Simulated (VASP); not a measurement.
Input of a VASP 6.6.1 run:

File INCAR:

```
SYSTEM = ZnSe
  PREC = Accurate
  ENCUT = 600
  EDIFF = 1E-7
  ISMEAR = 0
  SIGMA = 0.02
  LREAL = .False.
  LASPH = .True.
  NELM = 60
  ALGO = Normal
  ISIF = 3
  LWAVE = .False.
  LCHARG = .False.
  METAGGA = R2SCAN
  LMIXTAU = .True.
  IBRION = 2
  NSW = 90
  EDIFFG = -0.005
```

The input KPOINTS:

```
regular mesh
0
Gamma
  8 8 8
  0 0 0
```

The input POSCAR:

```
ZnSe
1.0
    0.0000000000      2.8324425400      2.8324425400
    2.8324425400      0.0000000000      2.8324425400
    2.8324425400      2.8324425400      0.0000000000
Zn Se
1 1
Direct
    0.0000000000      0.0000000000      0.0000000000
    0.2500000000      0.2500000000      0.2500000000
```

Potentials or basis: VASP PAW PBE potentials, release 64 (Zn, Se).

Run with:

```sh
$ cat potpaw_PBE.64/Zn/POTCAR potpaw_PBE.64/Se/POTCAR > POTCAR
$ mpirun -np 1 vasp_std > vasp.out
```

(1) What does it give for the space group after relaxing (to 0.05 Å)?

(2) Predict the relaxed cell.

(3) Predict the band gap on the k mesh.

## Answers

(1) F-43m (No. 216).

(2) a = 4.008 Å, b = 4.008 Å, c = 4.008 Å, α = 60.00°, β = 60.00°, γ = 60.00°.

(3) 1.87 eV, direct.
